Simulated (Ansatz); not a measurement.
Start of a relaxation, W put at a top Si site (Si, P6_3/mmc (No. 194), (0 0 1) face):

```
CELL_PARAMETERS angstrom
3.82489 0.00000 0.00000
-1.91244 3.31245 0.00000
0.00000 0.00000 26.12113
ATOMIC_POSITIONS crystal
Si 0.66667 0.33333 0.32541
Si 0.33333 0.66667 0.35591
Si 0.33333 0.66667 0.44646
Si 0.66667 0.33333 0.47564
Si 0.66667 0.33333 0.56726
Si 0.33333 0.66667 0.59294
W 0.33333 0.66667 0.69783
```

These are results of Ansatz, DFT PBEsol, scalar-relativistic, plane waves, PAW, not measurements. Settings: cutoff 420 eV, Γ-centred mesh 9×9×1 on the computed 7-atom cell, Gaussian smearing of 0.05 eV; collinear spin from starting moments 0 0 0 0 0 0 4 μB. The cell repeats along c with a dipole correction in the vacuum.

Atoms 1, 2, 3 (counted from 1) are held. The cell is fixed. Force threshold 0.03 eV/Å.

(1) Where does it end?

The end is the local minimum or symmetric point that this start leads to. The slab is only 7.1 Å thick, so the energy isn't converged with thickness.

Spin-orbit coupling is left out, which matters for the bands of heavy elements.

Answers

(1) The energy falls by 0.347 eV in 5 steps, to:

```xyz
7
Lattice="3.8249 0.0000 0.0000 -1.9124 3.3125 0.0000 0.0000 0.0000 26.1211" Properties=species:S:1:pos:R:3 pbc="T T T"
Si    1.9124    1.1042    8.5000
Si    0.0000    2.2083    9.2968
Si    0.0000    2.2083   11.6622
Si    1.9124    1.1042   12.4564
Si    1.9124    1.1042   14.8303
Si    0.0000    2.2083   15.6358
W     0.0000    2.2083   18.0554
```

The reference crystal is a form of Si, which isn't its usual structure.

Cost: 1 run of about 1.3 core-minutes, on Intel Xeon 6975P-C (Granite Rapids) (shared hosts).